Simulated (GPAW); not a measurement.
A run of GPAW 26.7.0:

Contents of run.py:

```python
from ase.dft.bandgap import bandgap
from ase.io import read, write
from ase.units import Bohr, GPa
from gpaw import GPAW, PW
from gpaw.elf import elf_from_dft_calculation

atoms = read('POSCAR')

calc = GPAW(mode=PW(600),
            xc='PBE',
            kpts={'size': (11, 11, 11), 'gamma': True},
            occupations={'name': 'methfessel-paxton', 'order': 0, 'width': 0.024},
            nbands=7,
            convergence={'density': 1e-05, 'energy': 1e-05},
            maxiter=150,
            txt='gpaw.txt')
atoms.calc = calc
energy = atoms.get_potential_energy()
forces = atoms.get_forces()
stress = atoms.get_stress()
calc.write('gs.gpw')
write('result.traj', atoms)
print(f'Energy: {energy:.6f} eV')
print('Forces (eV/A):')
print(forces.round(4))
print('Stress (GPa):', (stress / GPa).round(3))
print('Fermi level:', round(calc.get_fermi_level(), 4), 'eV')
print(f'Gap: {bandgap(calc)[0]:.4f} eV, direct: {bandgap(calc, direct=True)[0]:.4f} eV')

# fields on the real-space grid
write('density.cube', atoms, data=calc.get_pseudo_density() * Bohr**3)
write('potential.cube', atoms, data=calc.get_electrostatic_potential())
write('elf.cube', atoms, data=elf_from_dft_calculation(calc).data)
```

POSCAR

```
Al
1.0
    0.0000000000      2.0248050000      2.0248050000
    2.0248050000      0.0000000000      2.0248050000
    2.0248050000      2.0248050000      0.0000000000
Al
1
Direct
    0.0000000000      0.0000000000      0.0000000000
```

Potentials or basis: GPAW PAW data sets (gpaw-data 1.2.1), pw.

Launch:

```sh
$ OMP_NUM_THREADS=1 python run.py
```

Hardware: 1 thread of Arm Neoverse V1, on a shared host.

Problem. How long does it take, and how much memory?

Solution. It took 6.6 s on 1 thread of Arm Neoverse V1 (shared host), peak memory 0.13 GiB. Counts: scf iterations 8, plane waves 564, bands 7, k points 56.
